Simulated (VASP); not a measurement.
The system is C.

```
C
1.0
     2.52210    0.00000    0.00000
    -1.26105    2.18420    0.00000
     0.00000    0.00000    8.23710
C
8
Cartesian
  1.2611 0.7281 6.9501
  0.0000 1.4561 2.8315
  1.2611 0.7281 5.4056
  0.0000 1.4561 1.2870
  0.0000 0.0000 7.4649
  0.0000 0.0000 3.3463
  0.0000 0.0000 4.8908
  0.0000 0.0000 0.7722
```

This is a hexagonal form of diamond, not graphite.

| Property | Result |
| --- | --- |
| Program | VASP 6.6.1 |
| Task | relaxation of cell and atoms |
| Functional | optB88-vdW |
| Potentials or basis | VASP PAW PBE potentials, release 64 (C) |
| Cutoff | 600 eV |
| k mesh | 12 × 12 × 4 |
| Occupations | fermi-dirac, width 0.05 eV |
| Spin | no spin polarisation |

At the start: pressure 3.4 GPa; volume 5.67 Å³/atom.

Where does the relaxation end?

Over 9 steps the energy falls by 3.0 meV/atom and the volume is 5.72 Å³/atom (+0.8 %); space group P6_3/mmc (No. 194, to 0.05 Å).

The path:
```
step  energy change (eV)  largest force (eV/Å)  pressure (GPa)  volume (Å³)
   1              0.0000                0.3465            3.40        45.38
   2              0.0132                0.5162           -3.77        46.16
   3             -0.0235                0.0450            0.04        45.72
   4             -0.0235                0.0374            0.10        45.71
   5             -0.0235                0.0526           -0.09        45.73
   6             -0.0236                0.0093            0.00        45.72
   7             -0.0236                0.0082            0.00        45.72
   8             -0.0236                0.0127           -0.01        45.72
   9             -0.0236                0.0009            0.00        45.72
```

Final structure:
```
C
1.0
     2.52006    0.00000    0.00000
    -1.26003    2.18244    0.00000
     0.00000    0.00000    8.31346
C
8
Direct
  0.66667 0.33333 0.84448
  0.33333 0.66667 0.34448
  0.66667 0.33333 0.65552
  0.33333 0.66667 0.15552
  0.00000 0.00000 0.90705
  0.00000 0.00000 0.40705
  0.00000 0.00000 0.59295
  0.00000 0.00000 0.09295
```

Caveat: the PAW data sets were made with another functional, which shifts forces and pressure a little.
